Bi₂Se₃ is a stack of layers, each five atomic planes thick, and each layer sits a third of a cell sideways from the one below. An electron wave in this crystal can change its phase from cell to cell within a layer, and from one layer to the next. The problem is to find what each kind of change does to the two levels that border the gap, and to use this for a point where they are not yet known.

The levels come from density-functional theory without spin-orbit coupling. "Point a", "point b" and "point c", called a, b and c below, give the wavevector in units of the reciprocal cell vectors. "Level under 1" is the highest valence level at a point and "level over 1" the lowest conduction level. Energies are in eV from the valence top.

Kohn-Sham levels of Bi₂Se₃ (space group R-3m, five atoms per cell) from ABINIT 10.8.3, using the LDA and JTH PAW LDA v2.0 datasets, without spin polarisation or spin-orbit coupling. The k mesh is 3×3×3, the plane-wave cutoff 408.171 eV and the Fermi-Dirac smearing width 0.05 eV. Levels are counted from the valence top on this mesh.

```csv
point a (reciprocal cell vector),point b (reciprocal cell vector),point c (reciprocal cell vector),level under 3 (eV),level under 2 (eV),level under 1 (eV),level over 1 (eV),level over 2 (eV)
0.0000,0.0000,0.0000,-1.136,-1.136,0.000,0.132,1.354
0.3333,0.0000,0.0000,-1.440,-1.159,-0.557,0.962,2.034
0.3333,0.3333,0.0000,-1.620,-1.469,-1.331,1.559,2.465
-0.3333,0.3333,0.0000,?,?,?,?,?
0.3333,0.3333,0.3333,-1.251,-1.251,-0.393,0.509,1.573
-0.3333,0.3333,0.3333,-1.213,-1.155,-0.574,0.970,2.010
```

**(a) Sort the five known points by what the wave does within a layer. What do they show about the coupling between layers?**

*Solution.* Moving one cell sideways within a layer changes the phase by 2π times a difference such as a − b. At (0, 0, 0) and (1/3, 1/3, 1/3) all such differences vanish, so every cell of a layer is in phase. These two points lie on the stacking axis of the reciprocal lattice and differ only in the phase from layer to layer.

The other three known points form a second group. At each of them, two of a cell's six neighbours in the layer are in phase with it and four are a third of a turn away. Their in-plane wavevectors have the same length, once a reciprocal lattice vector is taken off where needed. They can be called the ring, and they too differ from one another only in how the phase runs through the stack.

If the layers were independent, the levels within each group would coincide. They do not. Along the axis the lowest conduction level rises by 0.38 eV and the highest valence level falls by 0.39 eV. On the ring the two levels spread over 0.60 and 0.77 eV, mainly because both edges lie much further out at (1/3, 1/3, 0) than at the other two points.

The picture of a crystal of nearly separate sheets therefore fails for these levels, even though the layers are only weakly bound to each other. The in-plane trend is still visible above this scatter. Every ring point has a higher conduction level and a lower valence level than either axis point, so the direct gap, taken at one and the same wavevector, widens away from the axis.

**(b) Predict the highest valence level, the lowest conduction level and the direct gap at (−1/3, 1/3, 0), with error bars.**

*Solution.* This point is the corner of the layer's hexagonal zone, usually called K. Its in-plane wavevector is √3 times as long as that of the ring. The cells of a layer now fall into three sets with phases of 0, 120 and 240 degrees, and all six neighbours of a cell belong to the two other sets.

Two limiting cases help to place the answer, though they are not strict bounds. For long waves a band edge is a parabola, so its shift grows as the square of the in-plane wavevector. That square is three times as large at K as on the ring, which would put the conduction level near 2.85 eV and the valence level near −2.07 eV. At the other extreme the band has already flattened at the ring, and K simply takes the ring's mean values, 1.16 and −0.82 eV.

Hopping between neighbouring cells of a layer leads to a value between the two. It gives the energy

E = c₀ + c₁S, with S = cos 2π(a − b) + cos 2π(b − c) + cos 2π(c − a).

The sum S measures how well a cell is in phase with its six neighbours. It is 3 on the axis, 0 on the ring and −1.5 at K, which is the lowest value it can take. From axis to ring S falls by 3, and from axis to K by 4.5. The shift therefore grows by only half, where the parabola would triple it.

Coupling between layers matters less at K than the scatter in part (a) suggests. A cell in the next layer sits over the middle of a triangle of three cells, and at K these three have phases of 0, 120 and 240 degrees. For a single band their contributions add up to zero. The same holds for the layer after that, and only the third layer lies straight above again. This is an argument from symmetry, and the five known rows do not test it.

The constants c₀ and c₁ follow from a least-squares fit to the five known rows, separately for each edge. Since S takes only two values there, the fitted line runs through the two group means. For the conduction level the steps are:

- mean on the axis: (0.132 + 0.509)/2 = 0.32 eV
- mean on the ring: (0.962 + 1.559 + 0.970)/3 = 1.16 eV
- change from axis to ring: 0.84 eV
- value at K, from the unrounded means: 1.16 + 0.84/2 ≈ 1.59 eV

The same steps give −1.13 eV for the valence level. For the error bars, each known row is left out in turn and predicted from the other four, and the root mean square of these misses is taken. The bar of the gap is the sum of the two, in case both edges err in opposite directions.

| Quantity at K | Forecast (eV) |
|---|---|
| lowest conduction level | 1.59 ± 0.40 |
| highest valence level | −1.13 ± 0.49 |
| direct gap | 2.72 ± 0.89 |

These bars mostly reflect the scatter between layers. The greater danger at K is that hops to more distant cells matter, or that another band has become the highest or the lowest, and five rows cannot settle either. The parabola lies well outside the bars, whereas the plateau lies at their edge or inside and is hard to exclude.

Two statements in words go with the numbers. K is not a new band edge, and its gap probably exceeds the mean gap of the ring, though the error bar also allows a smaller one. Whether it also exceeds the gap at (1/3, 1/3, 0) is left open.

**(c) Compare the forecast with the computed levels. Why do the two edges behave differently?**

The withheld rows as computed:

```csv
point a (reciprocal cell vector),point b (reciprocal cell vector),point c (reciprocal cell vector),level under 3 (eV),level under 2 (eV),level under 1 (eV),level over 1 (eV),level over 2 (eV)
-0.3333,0.3333,0.0000,-1.777,-1.255,-0.657,1.622,2.542
```

*Solution.* The conduction level comes out at 1.62 eV, only 0.04 eV above the forecast. The valence level, at −0.66 eV, lies 0.48 eV above its forecast and just inside the error bar. The gap is 2.28 eV, so the forecast was 0.44 eV too wide. The valence miss alone would have made it 0.48 eV, and the small conduction miss offsets a little of that. Both statements in words hold, and the question left open is now answered: the gap at (1/3, 1/3, 0) remains the largest of the six.

The limiting cases show what kind of miss this is. The parabola overshoots both edges by more than 1 eV, so neither edge follows it out to K. The conduction level has gone on rising beyond the ring's mean, as hopping between neighbours requires. The valence level has not gone on falling but has turned back to 0.16 eV above the ring's mean. This turn is small beside the scatter: the mean is pulled down by (1/3, 1/3, 0), and K still lies below the other two ring points. For this edge the plateau would have been the better forecast.

Hops to second neighbours can produce such a turn. At K, the second neighbours of a cell within its layer all belong to the cell's own set, so they are exactly in phase with it, just as they are on the axis. On the ring they are all a third of a turn away. If only second-neighbour hops existed, K would have the same energy as the axis, and the level would return completely after its excursion at the ring.

The size needed can be estimated. Let C be the strength of this term, which adds 3C on the axis, −1.5C on the ring and 3C at K. A line drawn through axis and ring then predicts a shift of −1.5C − 4.5C/2 = −3.75C at K, so it misses by 6.75C. If this term alone caused the valence miss, C would be 0.48/6.75 ≈ 0.07 eV. This is not a small correction. The fitted neighbour constant c₁ of 0.21 eV rests on the change from axis to ring, to which both kinds of hop now contribute, 3c₁ + 4.5C in all. With C included, c₁ falls to about 0.10 eV, and C is about two thirds of it.

This number describes the miss but does not establish its cause, since one constant can always absorb one miss. "Level under 1" is the highest valence level at each point, whichever band supplies it. A different band may have taken over that place at K. The miss may also stem from the scatter between layers, since it lies within the error bar and the low level at (1/3, 1/3, 0) pulls the fitted line down at K. The energies alone cannot decide between these causes and longer hops.

The close agreement for the conduction level should not be read as the accuracy of the model. The same line misses the known conduction level at (1/3, 1/3, 0), a row used in the fit, by 0.4 eV. What carries over to other points of this zone is the first question, how well a cell is in phase with its neighbours in the layer. The effect of the next layer is harder to judge. With a single band and hops to only the three nearest cells there, the levels at (1/3, 1/3, 0) would lie between those of the other two ring points, but for both edges they lie outside them.

For the use of the material, K matters little to the conduction electrons. Its lowest conduction level lies about 1.5 eV above the one at (0, 0, 0), far more than thermal energies near room temperature, so electrons collect at lower points. The mesh is coarse, however, and leaves out several points on the zone boundary. The true band edges may therefore lie between the points of the table.

The gap of 0.132 eV at (0, 0, 0) needs a stronger warning. Spin-orbit coupling, which this calculation leaves out, is known to exchange the order of the two edge states there and to make Bi₂Se₃ a topological insulator. The small gap is therefore not the physical one, even if its size looks plausible. Levels elsewhere in the zone shift too, because bismuth is heavy, so the forecast and its test apply to the crystal without this coupling.
